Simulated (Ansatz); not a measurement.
# BaTiO3: the cost of one run

Program: Ansatz 0.2.0. Level of theory: DFT PBEsol, scalar-relativistic, plane waves, PAW. These are calculated values, not measurements.

3 further runs of the same task are left out: 3 set aside as unsound or not needed.

### 1 The starting structure

The cell holds 30 atoms (Ba6HfO18Ti5): a = 6.916 Å, b = 6.916 Å, c = 8.948 Å, α = 74.90°, β = 74.90°, γ = 69.66°.

As a file:

```xyz
30
Lattice="3.9499 0.0000 -5.6773 -3.9499 0.0000 -5.6773 0.0000 8.4854 -2.8387" Properties=species:S:1:pos:R:3 pbc="T T T"
Ba    0.0000    5.6569   -5.6567
Ba    0.0000    2.8285   -2.8180
Ba    0.0000    8.4854  -14.1727
Ba    0.0000    5.6569  -11.3340
Ba    0.0000    2.8285   -8.4954
Ba    0.0000    0.0000   -5.6567
Hf    1.9750    5.6569   -8.4224
Ti    1.9750    2.8285   -5.5838
Ti   -1.9750    8.4854  -11.2611
Ti   -1.9750    5.6569   -8.4224
Ti   -1.9750    2.8285   -5.5838
Ti    1.9750    8.4854  -11.2611
O     1.9750    7.0461   -7.1767
O     1.9750    4.2177   -4.3380
O    -1.9750    1.3892   -7.1767
O    -1.9750    7.0461   -7.1767
O    -1.9750    4.2177   -4.3380
O     1.9750    1.3892   -7.1767
O     1.9750    4.2677   -7.1767
O     1.9750    1.4392   -4.3380
O    -1.9750    7.0961  -10.0153
O    -1.9750    4.2677   -7.1767
O    -1.9750    1.4392   -4.3380
O     1.9750    7.0961  -10.0153
O     0.0000    5.6569   -8.5842
O     0.0000    2.8285   -5.7455
O     0.0000    8.4854   -5.7455
O     0.0000    5.6569   -2.9069
O     0.0000    2.8285  -11.4228
O     0.0000    8.4854  -11.4228
```

The host was relaxed before at PBEsol: a = 3.950 Å, b = 5.657 Å, c = 5.677 Å, α = 90.00°, β = 90.00°, γ = 90.00° (conventional cell), 12.686 Å³/atom.

Places, in fractions of the supercell: Hf in place of Ti at (0.825, 0.325, 0.667). The start keeps the symmetry of the ideal site.

### 2 Band edges of the host over the zone

Input file input.yaml:

```yaml
crystal:
  lattice:
    - [3.9499157002, 0.0, 0.0]
    - [0.0, 2.8284515051, 2.8386565182]
    - [0.0, -2.8284515051, 2.8386565182]
  atoms:
    - { symbol: Ba, position: [0.0, 0.0036318847, 0.0036318847] }
    - { symbol: Ti, position: [0.5, 0.5164790836, 0.5164790836] }
    - { symbol: O, position: [0.5, 0.9814797485, 0.49032186] }
    - { symbol: O, position: [0.5, 0.49032186, 0.9814797485] }
    - { symbol: O, position: [0.0, 0.4879874233, 0.4879874233] }
basis:
  ecutwfc: 420
  xc_grid: 2
kpoints:
  mp_grid: { grid: [6, 6, 6] }
  band_path: { path: [VBM, CBM], npoints: 2 }
hamiltonian:
  xc: pbesol
scf:
  occupations: { method: gaussian, width: 0.02 }
output:
  forces: true
  stress: true
  eigenvalues: true
```

Launch:

```
$ ansatz run input.yaml --threads 8 --pin off --max-ram 16384MiB --backend cpu --events-out ev --progress --plain --runs-dir out
```

Q: Estimate wall time and peak memory on 8 threads of Arm Neoverse V2, shared host.

About 4.7 s, with a peak of 0.52 GiB.
